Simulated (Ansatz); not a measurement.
# TaN (P6_3mc): phonons

Computed with LDA, all-electron LAPW in Ansatz 0.2.0, scalar-relativistic; not a measurement.

The cell is the relaxed one with its volume scaled by 0.985; the atoms were then relaxed by PAW.

The structure is one entry of a database and needn't be the stable phase.

Command line:

```sh
ansatz run input.yaml --threads 1 --pin off --max-ram 3072MiB --backend cpu --events-out ev --progress --plain --runs-dir out
```

Input:

```yaml
crystal:
  lattice:
    - [3.08834448456, 0.0, 0.0]
    - [-1.54417224228, 2.67458477927, 0.0]
    - [0.0, 0.0, 5.97997975025]
  atoms:
    - { symbol: Ta, position: [0.333333333333, 0.666666666667, 0.029651301721] }
    - { symbol: Ta, position: [0.666666666667, 0.333333333333, 0.529651301721] }
    - { symbol: "N", position: [0.333333333333, 0.666666666667, 0.355348698279] }
    - { symbol: "N", position: [0.666666666667, 0.333333333333, 0.855348698279] }
kpoints:
  mp_grid: { grid: [12, 12, 8] }
scf:
  occupations: { method: fermi_dirac, width: 0.1 }
hamiltonian:
  xc: lda
  pseudopotentials: { kind: all_electron, lapw: { basis_error: 0.001 } }
phonons:
  supercell: [1, 1, 1]
```

Output:

```
Warning: RAYON_NUM_THREADS=1 ignored (pool sized by the plan → 1); use --threads N
LAPW: plane waves up to 11.514 Å⁻¹, error target 1.0e-3 eV per atom; small_component_spin mean_spin; N in spheres of 0.779 Å, 7 of its electrons in bands, Dirac shells []; Ta in spheres of 1.110 Å, 45 of its electrons in bands, ...
Engine: ansatz 0.2.0, x86_64-unknown-linux-gnu
Pseudopotentials: kind: all_electron
Pseudopotential: Ta, LAPW, valence charge 45, lapw/all_electron/scalar/gaussian/Ta, Koelling and Harmon's equation, gaussian nucleus
Pseudopotential: N, LAPW, valence charge 7, lapw/all_electron/scalar/gaussian/N, Koelling and Harmon's equation, gaussian nucleus
Functional definition: SPW92
  exchange = slater_x
  correlation = pw_c
Crystal: 4 atoms, lattice volume = 49.395 Å³
Basis set: ecut = 505.1173138831189 eV, 1293 PW (Γ), exchange–correlation at level 2
Bands: 63, of which v1, the nominal top of the filled ones, is band 52 counted from 1 (51 counted from 0)
Symmetry: 12 space group operations
k-points: 95 of 1152 (time reversal used)
Non-local potential: Ta, projectors of the file, none
Non-local potential: N, projectors of the file, none
Initial density: superposition of atomic densities (chi_scale 0.1, normalization cell, long waves kept (reshape's long-wave potential 0.00 eV rms))
Initial wavefunctions: plane waves of lowest kinetic energy (no species holds an atomic orbital)
Functional: x = slater, c = lda
iter 1 solved again at ethr=1.33e-2 eV; its pass at ethr=1.00e-1 eV (dr2=1.38e1 eV) is discarded
SCF iter   1: F=—  HF=-851607.543626 eV  |F-HF|=—  |Δ(HF+E_count)|=         —  Δρ=1.51e-1  dr2=1.38e1  ethr=1.33e-2  ⟨swp⟩=2.0  Hψ=37823  notcnv=0
preconditioner: auto → Kerker (q_TF=auto, 3.089 Å⁻¹)  [metal: Δε(μ)=0.072 eV  Ē_g=23.383 eV  σ=0.100 eV  W_gap=0.17  n_scr=22 (ndim 8)  ℏωp=40.9 eV  f_vac=0.002  D(μ)=0.72/eV (n_scr^D=2)]
iter 2 solved again at ethr=6.97e-4 eV; its pass at ethr=1.33e-2 eV (dr2=7.25e-1 eV) is discarded
[... 55 lines left out ...]
iter 3 solved again at ethr=1.01e-8 eV; its pass at ethr=1.56e-7 eV (dr2=1.05e-5 eV) is discarded
SCF iter   3: F=—  HF=-851603.076785 eV  |F-HF|=—  |Δ(HF+E_count)|=   6.48e-5  Δρ=1.04e-4  dr2=1.05e-5  ethr=1.01e-8  ⟨swp⟩=2.0  Hψ=99761  notcnv=0
SCF iter   4: F=—  HF=-851603.076782 eV  |F-HF|=—  |Δ(HF+E_count)|=   2.68e-6  Δρ=2.39e-5  dr2=4.46e-7  ethr=1.01e-8  ⟨swp⟩=3.0  Hψ=57936  notcnv=0
SCF iter   5: F=—  HF=-851603.076782 eV  |F-HF|=—  |Δ(HF+E_count)|=   1.21e-7  Δρ=6.88e-6  dr2=1.71e-8  ethr=4.29e-10  ⟨swp⟩=3.0  Hψ=56161  notcnv=0
SCF iter   6: F=—  HF=-851603.076782 eV  |F-HF|=—  |Δ(HF+E_count)|=   2.40e-8  Δρ=2.67e-6  dr2=2.27e-9  ethr=2.09e-11 (applied; sched 1.64e-11)  ⟨swp⟩=3.0  Hψ=56199  notcnv=0
SCF iter   7: F=-851603.076782 eV  HF=-851603.076782 eV  |F-HF|=8.15e-10  |Δ(HF+E_count)|=   3.61e-9  Δρ=1.06e-6  dr2=6.26e-10  ethr=2.06e-11 (applied; sched 2.19e-12)  ⟨swp⟩=2.0  Hψ=54949  notcnv=0
SCF 5 converged in 7 iterations: F = -851603.076782 eV  dr2 = 6.26e-10
SCF converged after 13 iterations
Free energy (F): -851603.077480 eV
Harris-Foulkes:  -851603.077480 eV  (|F-HF|=1.51e-9)
Internal energy: -851603.047116 eV  (E = F + TS)
E sigma→0 (E₀):  -851603.062298 eV
Entropy (-TS):   -0.030364 eV (-7.591 meV/atom)
Fermi energy:    21.658810 eV
--- Per-component energies (eV) ---
  E_band       = -11857.759655
  E_kinetic    = 950017.250289
  E_xc         = -17100.047519
  E_electrostatic = -1784520.249886  (all electrons and nuclei)
  E_smearing   = -0.030364  (= −TS)
  E_closure    = 0.000000  (closes the sum)
  Σ components = -851603.077480   (vs F -851603.077480, Δ=0.00e0)
  Basis errors (estimates in eV, not in F): energy 4.7e-4 per atom: plane waves 4.2e-4 (2.6e-4 summed), levels above the bands 3.5e-43, relativity 2.2e-8, radial functions 4.3e-5, core shells 1.3e-10; eigenvalues (radial ...
--- Forces (eV/Å), atoms counted from 1 ---
  atom   1  Ta     0.00000000    -0.00000000    -0.00340272
  atom   2  Ta    -0.00000000     0.00000000    -0.00340272
  atom   3  N      0.00000000    -0.00000000     0.00340486
  atom   4  N      0.00000000     0.00000000     0.00340486
  max |Σ_I F_I| component: 4.28e-6 eV/Å
--- Phonons: 4 displaced members + reference (amplitude 0.01 Å, Σ member SCF iterations 28) ---
  symmetry images taken by strict's conditions (phonons.symmetry_images: auto; settled by no image being taken that strict refuses)
  ASR residual: 2.759e-3 → 0.000e0 eV/Å²; symmetrization residual: 2.175e-3 eV/Å²
  largest component of a force at the reference: 3.4e-3 eV/Å
  ASR residual per site (eV/Å²): 2.76e-3 2.76e-3 2.64e-3 2.64e-3
  Γ frequencies (cm⁻¹): 0.00 0.00 0.00 78.30 78.30 186.50 393.20 393.20 515.22 515.22 621.17 692.48
  density of states and harmonic sums: on the 23×23×11 q-mesh, interpolated from the force constants of a 1×1×1 supercell (no non-analytic term)
  largest difference from the sums on the solved wave vectors: F 4.51e-1 eV, S 7.09e-4 and C_V 2.58e-4 eV/K
```

The run converged.

### Zone-centre phonons

Harmonic phonons of a crystal by Kohn-Sham DFT at the given cell, standard atomic masses, acoustic sum rule imposed; negative wavenumbers are unstable modes; optical zone-centre levels upwards with Mulliken labels, activity, and the element with most of the kinetic energy.

- Point group: 6mm

| number | phonon wavenumber (cm⁻¹) | label | infrared | raman | lead element |
| --- | --- | --- | --- | --- | --- |
| 1 | 78.3 | E2 | no | yes | Ta |
| 2 | 186.5 | B1 | no | no | Ta |
| 3 | 393.2 | E2 | no | yes | N |
| 4 | 515.2 | E1 | yes | yes | N |
| 5 | 621.2 | B1 | no | no | N |
| 6 | 692.5 | A1 | yes | yes | N |

Keep in mind: responses of metals move with mesh and smearing; no spin-orbit coupling on heavy atoms; cell scaled away from its relaxed volume; zone-boundary modes aren't tested; activity by symmetry alone, a metal screens infrared modes.

Cost: 28 min on 1 thread of Intel(R) Xeon(R) Platinum 8488C (Sapphire Rapids) (shared host), peak memory 2.5 GiB.
